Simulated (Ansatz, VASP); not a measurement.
**Os: VASP beside Ansatz**

```xyz
2
Lattice="2.7341 0.0000 0.0000 -1.3671 2.3678 0.0000 0.0000 0.0000 4.3197" Properties=species:S:1:pos:R:3 pbc="T T T"
Os    1.3671    0.7893    3.2398
Os    0.0000    1.5785    1.0799
```

Alike in both runs: task relaxation of cell and atoms; functional PBEsol; k mesh 11 × 11 × 6; occupations fermi-dirac, width 0.05 eV; no spin polarisation.

```csv
,VASP,Ansatz
version,VASP 6.6.1,Ansatz 0.2.0
potentials or method,"VASP PAW PBE potentials, release 64 (Os)",Ansatz PAW
plane-wave cutoff (eV),600,420
valence electrons in the cell,16,32
```

```csv
,VASP,Ansatz,Ansatz less VASP
"gap on the k mesh at the Fermi level, each at its own relaxed structure (eV)",none,none,-
relaxed volume (Å³/atom),13.92,13.89,-0.021
relaxed cell length with the largest relative difference (Å),2.730,2.728,-0.0017
```

A gap of «none» marks a metal or a gap that the smearing closes. The two sets of potentials don't hold the same shells in valence.

Caveats: the PAW data sets were made with another functional, which shifts forces and pressure a little (VASP); the plane-wave basis is chosen anew once the cell has moved, so the energies of steps on either side of that aren't comparable (Ansatz); the PAW data sets come from PBE, with cores solved anew for the run's functional, which leaves a small shift of forces and pressure (Ansatz). The runs have no spin-orbit coupling, so splittings on Os are missing.
